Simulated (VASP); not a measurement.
Input of a VASP 6.6.1 run:

INCAR

```
SYSTEM = LiCl
PREC = Accurate ; ENCUT = 520
EDIFF = 1E-6 ; ISMEAR = 0
SIGMA = 0.1 ; LREAL = .False.
LASPH = .True. ; NELM = 100
ALGO = Fast ; ISIF = 2
LWAVE = .False. ; LCHARG = .False.
GGA = PE ; NBANDS = 18
```

The input KPOINTS:

```
regular mesh
0
Gamma
  6 6 4
  0 0 0
```

The input POSCAR:

```
LiCl
1.0
    3.9248822083      0.0000000000      0.0000000000
   -1.9624411042      3.3990476993      0.0000000000
    0.0000000000      0.0000000000      6.3571610000
Li Cl
2 2
Direct
    0.6666666700      0.3333333300      0.8760170000
    0.3333333300      0.6666666700      0.3760170000
    0.6666666700      0.3333333300      0.4989840000
    0.3333333300      0.6666666700      0.9989840000
```

Potentials or basis: VASP PAW PBE potentials, release 64 (Li_sv, Cl).

Launch:

```console
$ cat potpaw_PBE.64/Li_sv/POTCAR potpaw_PBE.64/Cl/POTCAR > POTCAR
$ mpirun -np 1 vasp_std > vasp.out
```

Problem. What does it give for the band gap on the k mesh?

Solution. 5.94 eV, direct.

Problem. Estimate the largest force.

Solution. 0.016 eV/Å.

Forces on the atoms (eV/Å):
```
Li   0.000  0.000  0.016
Li   0.000  0.000  0.016
Cl   0.000  0.000 -0.016
Cl   0.000  0.000 -0.016
```

 PBE gaps usually lie below the measured ones, often by a third to a half.
